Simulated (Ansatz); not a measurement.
GaSb in Ansatz: the effect of functional

GaSb:

```
Sb Ga
1.0
    -2.69723    2.69723    1.55823
     2.69723   -2.69723    1.55823
     2.69723    2.69723   -1.55823
Sb Ga
1 1
Direct
  0.00000 0.00000 0.00000
  0.75000 0.25000 0.50000
```

Measurements of this composition are mostly on another form, of space group No. 216.

The cell isn't the ideal one: volume scaled by 0.94.

Alike in all runs:

| Quantity | Value |
| --- | --- |
| Program | Ansatz 0.2.0 |
| Task | single point |
| Potentials or basis | Ansatz PAW |
| k mesh | 10 × 10 × 10 |
| Occupations | fermi-dirac, width 0.05 eV |
| Spin | no spin polarisation |

Task: One run gave: pressure 0.5 GPa. Which functional did it use?
A. PBEsol
B. r2SCAN
C. LDA

Result: A.

```tsv
functional	cutoff	pressure (GPa)
LDA	420 eV (not typed: the program's choice for these potentials)	-1.1
PBEsol	420 eV (not typed: the program's choice for these potentials)	0.5
r2SCAN	500 eV (not typed: the program's choice for these potentials)	2.2
```

Caveats: the PAW data sets come from PBE, with cores solved anew for the run's functional, which leaves a small shift of forces and pressure.

Runs at the PBE level aren't shown here.
